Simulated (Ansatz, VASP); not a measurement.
## SiMo3 in VASP and in Ansatz

```xyz
8
Lattice="4.9065 0.0000 0.0000 0.0000 4.9065 0.0000 0.0000 0.0000 4.9065" Properties=species:S:1:pos:R:3 pbc="T T T"
Si    2.4532    2.4532    2.4532
Si    0.0000    0.0000    0.0000
Mo    0.0000    2.4532    1.2266
Mo    0.0000    2.4532    3.6798
Mo    2.4532    3.6798    0.0000
Mo    2.4532    1.2266    0.0000
Mo    3.6798    0.0000    2.4532
Mo    1.2266    0.0000    2.4532
```

Alike in both runs: functional PBE; k mesh 8 × 8 × 8; occupations gaussian, width 0.1 eV; no spin polarisation.

Ansatz relaxed the structure, and its values are those at the end. VASP's run is a single point on that final structure, the one shown.

|  | VASP | Ansatz |
| --- | --- | --- |
| version | VASP 6.6.1 | Ansatz 0.2.0 |
| potentials or method | VASP PAW PBE potentials, release 64 (Si, Mo_sv) | scalar-relativistic, plane waves, PAW |
| plane-wave cutoff (eV) | 520 | 420 |
| valence electrons in the cell | 92 | 92 |

|  | VASP | Ansatz | Ansatz less VASP |
| --- | --- | --- | --- |
| gap on the k mesh at the Fermi level (eV) | none | none | - |
| pressure (GPa) | 0.5 | 0.0 | -0.47 |

A gap of «none» marks a metal or a gap that the smearing closes. The functional is the same, so the differences come from potentials, cutoffs and numerics.
